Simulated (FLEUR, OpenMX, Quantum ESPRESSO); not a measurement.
**Au: programs and potentials compared**

```
CELL_PARAMETERS angstrom
2.90000 0.00000 0.00000
-1.45000 2.51147 0.00000
0.00000 0.00000 27.20000
ATOMIC_POSITIONS crystal
Au 0.33333 0.66667 0.27574
Au 0.66667 0.33333 0.36544
Au 0.33333 0.66667 0.45515
Au 0.66667 0.33333 0.54485
Au 0.33333 0.66667 0.63456
Au 0.66667 0.33333 0.72426
```

Alike in all runs: functional PBE; k mesh 11 × 11 × 1; occupations fermi-dirac, width 0.05 eV; no spin polarisation; no spin-orbit coupling.

```json
{"program and potentials": "Quantum ESPRESSO, PseudoDojo 0.4.1 SR PBE standard", "plane-wave cutoff (eV)": "1034", "notes": "19 valence electrons an atom on average", "largest force (eV/Å)": "0.094"}
{"program and potentials": "OpenMX, OpenMX 2013 PBE set, Au7.0-s3p2d2f1, grid cutoff 400 Ry", "plane-wave cutoff (eV)": "-", "notes": "atomic basis; 17 valence electrons an atom on average", "largest force (eV/Å)": "0.129"}
{"program and potentials": "FLEUR, all-electron, FLAPW", "plane-wave cutoff (eV)": "-", "notes": "-", "largest force (eV/Å)": "0.101"}
```

Force on atom 2 (Au), eV/Å:

```json
{"program and potentials": "Quantum ESPRESSO, PseudoDojo 0.4.1 SR PBE standard", "x": "0.000", "y": "0.000", "z": "0.094"}
{"program and potentials": "OpenMX, OpenMX 2013 PBE set, Au7.0-s3p2d2f1, grid cutoff 400 Ry", "x": "0.002", "y": "0.007", "z": "0.084"}
{"program and potentials": "FLEUR, all-electron, FLAPW", "x": "0.000", "y": "0.000", "z": "0.094"}
```

Rows in atomic bases carry the error of their basis and grid, which can be large.

Differences between rows come from potentials, basis sets and numerical settings, since the functional is the same but for its coding. Runs on potential files found faulty are left out.
